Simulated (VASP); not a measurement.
## AlRu: equation of state with PBE+D3(BJ)

AlRu:

```
CELL_PARAMETERS angstrom
2.97466 0.00000 0.00000
0.00000 2.97466 0.00000
0.00000 0.00000 2.97466
ATOMIC_POSITIONS crystal
Ru 0.50000 0.50000 0.50000
Al 0.00000 0.00000 0.00000
```

```json
{
 "Program": "VASP 6.6.1",
 "Task": "equation of state",
 "Functional": "PBE",
 "Dispersion": "D3(BJ)",
 "Potentials or basis": "VASP PAW PBE potentials, release 64 (Ru_pv, Al)",
 "Cutoff": "520 eV",
 "k mesh": "8 × 8 × 8",
 "Occupations": "fermi-dirac, width 0.05 eV",
 "Spin": "no spin polarisation",
 "Ladder": "gaps",
 "Further INCAR settings": "ALGO = Fast; EDIFF = 1e-07"
}
```

```yaml
Equilibrium_volume: 13.17 Å³/atom
Bulk_modulus: 218 GPa
Pressure_derivative_of_the_bulk_modulus: "4.5 (rough: it moves with the points fitted)"
```

Energy against volume, from the lowest point:
```
volume (Å³/atom)  energy (meV/atom)
          12.634              15.90
          12.898               3.94
          13.161               0.00
          13.424               3.27
          13.687              12.97
```

All runs of the series together: 50 s on 1 thread of Intel(R) Xeon(R) Platinum 8559C (Emerald Rapids) (shared host).
